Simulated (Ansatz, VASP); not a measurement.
# GaN: VASP beside Ansatz

```
CELL_PARAMETERS angstrom
3.15181 0.00000 0.00000
-1.57591 2.72955 0.00000
0.00000 0.00000 5.13840
ATOMIC_POSITIONS crystal
Ga 0.33333 0.66667 0.99930
Ga 0.66667 0.33333 0.49930
N 0.33333 0.66667 0.37570
N 0.66667 0.33333 0.87570
```

Change from the starting cell: unstrained.

Alike in both runs: task single point; functional LDA; k mesh 8 × 8 × 4; no spin polarisation.

|  | VASP | Ansatz |
| --- | --- | --- |
| version | VASP 6.6.1 | Ansatz 0.2.0 |
| potentials or method | VASP PAW LDA potentials, release 64 (Ga_d, N), cutoff 520 eV | all-electron LAPW, scalar-relativistic |
| occupations | gaussian, width 0.01 eV | fixed |

```tsv
	VASP	Ansatz	Ansatz less VASP
gap on the k mesh at the Fermi level (eV)	2.15	2.14	-0.010
pressure (GPa)	1.1	0.2	-0.89
```

Ansatz ran all-electron here, so the differences hold the error of VASP's frozen core and of both bases.
